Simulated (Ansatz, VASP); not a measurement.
Given: the input of a run of VASP 6.6.1 on KCl.

INCAR

```
ALGO = Normal ; EDIFF = 1E-7
ENCUT = 520 ; GGA = PE
ISIF = 2 ; ISMEAR = -1
LASPH = T ; LCHARG = F
LREAL = F ; LWAVE = F
NBANDS = 15 ; NELM = 100
PREC = Accurate ; SIGMA = 0.05
```

The input KPOINTS:

```
k-points
0
Gamma
  7 7 7
```

Contents of POSCAR:

```
KCl
1.0
    3.8391960000      0.0000000000      0.0000000000
    0.0000000000      3.8391960000      0.0000000000
    0.0000000000      0.0000000000      3.8391960000
K Cl
1 1
Direct
   -0.0100110000      0.0056320000      0.0082010000
    0.4917290000      0.4977670000      0.5006290000
```

Potentials or basis: VASP PAW PBE potentials, release 64 (K_sv, Cl).

Launch:

```console
$ cat potpaw_PBE.64/K_sv/POTCAR potpaw_PBE.64/Cl/POTCAR > POTCAR
$ mpirun -np 1 vasp_std > vasp.out
```

**Question.** Set up the same calculation for Ansatz 0.2.0. Potentials there: all-electron LAPW, scalar-relativistic.

**Answer.** As run (the cutoff follows the program's own potentials):

The input input.yaml:

```yaml
crystal:
  lattice:
    - [3.839196, 0.0, 0.0]
    - [0.0, 3.839196, 0.0]
    - [0.0, 0.0, 3.839196]
  atoms:
    - { symbol: K, position: [-0.010011, 0.005632, 0.008201] }
    - { symbol: Cl, position: [0.491729, 0.497767, 0.500629] }
kpoints:
  mp_grid: { grid: [7, 7, 7] }
scf:
  occupations: { method: fermi_dirac, width: 0.05 }
hamiltonian:
  xc: pbe
  pseudopotentials: { kind: all_electron, lapw: { basis_error: 0.001 } }
output:
  forces: true
  stress: true
  eigenvalues: true
  populations: true
```

Potentials or basis: all-electron LAPW, scalar-relativistic.

The run is started by

```sh
$ ansatz run input.yaml --threads 1 --pin off --max-ram 3072MiB --backend cpu --events-out ev --progress --plain --runs-dir out
```

Both were run:

|  | VASP | Ansatz | Ansatz less VASP |
| --- | --- | --- | --- |
| gap on the k mesh at the Fermi level (eV) | 4.82 | 4.82 | +0.001 |
| least direct gap on the mesh (eV) | 5.00 | 5.00 | 0.000 |
| pressure (GPa) | 0.0 | 0.0 | -0.01 |
| rms of the force components (eV/Å) | 0.016 | 0.015 | -0.0004 |

Atom by atom the forces differ by 0.000 eV/Å (rms over components). Ansatz ran all-electron here, so the differences hold the error of VASP's frozen core and of both bases.

Caveats: an odd mesh through Γ misses points on the zone boundary, where band edges often lie.
